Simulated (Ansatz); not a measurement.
An input for Ansatz 0.2.0 (H on the O site (charge +1) in SnO2 (24-atom cell)):

```yaml
crystal:
  lattice:
    - [-4.738, -4.738, 0.0]
    - [-4.738, 4.738, 0.0]
    - [0.0, -4.738, -6.373]
  atoms:
    - { symbol: Sn, position: [0.0162928344, 0.0, 0.0] }
    - { symbol: Sn, position: [0.2489745287, 0.749792315, 0.4995846301] }
    - { symbol: Sn, position: [0.4982440007, 0.5, 0.0] }
    - { symbol: Sn, position: [0.7485591588, 0.250207685, 0.5004153699] }
    - { symbol: Sn, position: [0.6273063721, 0.8705261006, 0.7410522012] }
    - { symbol: Sn, position: [0.8735452088, 0.623444061, 0.2468881221] }
    - { symbol: Sn, position: [0.1204333309, 0.376555939, 0.7531118779] }
    - { symbol: Sn, position: [0.3683585734, 0.1294738994, 0.2589477988] }
    - { symbol: H, position: [0.6936394924, 0.0, 0.0] }
    - { symbol: O, position: [0.9453459696, 0.7480354358, 0.4960708716] }
    - { symbol: O, position: [0.1934129525, 0.5, 0.0] }
    - { symbol: O, position: [0.4414168412, 0.2519645642, 0.5039291284] }
    - { symbol: O, position: [0.6283767521, 0.1796357626, 0.7512939505] }
    - { symbol: O, position: [0.8711078049, 0.931233754, 0.2465710804] }
    - { symbol: O, position: [0.1176788853, 0.6846626736, 0.7534289196] }
    - { symbol: O, position: [0.3796707026, 0.4283418121, 0.2487060495] }
    - { symbol: O, position: [0.3191087117, 0.0, 0.0] }
    - { symbol: O, position: [0.5549088917, 0.7491906662, 0.4983813323] }
    - { symbol: O, position: [0.8034946191, 0.5, 0.0] }
    - { symbol: O, position: [0.053290224, 0.2508093338, 0.5016186677] }
    - { symbol: O, position: [0.6283767521, 0.5716581879, 0.7512939505] }
    - { symbol: O, position: [0.8711078049, 0.3153373264, 0.2465710804] }
    - { symbol: O, position: [0.1176788853, 0.068766246, 0.7534289196] }
    - { symbol: O, position: [0.3796707026, 0.8203642374, 0.2487060495] }
total_charge: 1
kpoints:
  mp_grid: { grid: [3, 3, 2] }
hamiltonian:
  xc: lda
scf:
  occupations: { method: fixed }
gw:
  n_empty_bands: 554
  ecut_chi: 130.0
  qp_bands: [v5, c5]
  qp_kpoints: band_edges
  screening: { model: contour_deformation }
```

```sh
ansatz run input.yaml --threads 3 --pin off --max-ram 92160MiB --backend cuda --events-out ev --progress --plain --runs-dir out --devices 1 --max-vram 13GiB
```

Q: Estimate wall time and host memory on 1 × NVIDIA H100 80GB HBM3 (shared by 6 runs) with 3 threads of AMD EPYC 7R13 (Zen 3), shared host.

It took 1.7 min; on shared hardware allow 51 s to 3.4 min. Peak host memory was 3.4 GiB. The sizes that set the cost: 5597 plane waves a state, 10 irreducible k points, 655 bands summed, 991 plane waves in the screening and 9 SCF cycles.

The screening grows as filled bands × empty bands × pairs of k points, times the square of the screening basis for the matrix.

[Paths, hosts, dates, memory and timing lines, banners, echoed tables and standing remarks are left out of the program output.]

[Logs are printed without paths, hosts, clocks, repeated set-up lines and the standing remarks that a program may print on its own settings, such as how far it seeks lower states.]

[Runs of the session that timed out or met a known fault of the program may be left out.]

[Cells called generated may have been cut or substituted from an entry of the Crystallography Open Database or the Materials Project.]

[Hosts, paths, dates, database ids (printed as entryN), source tags and the programs' standing remarks are cut or masked in the printed files.]
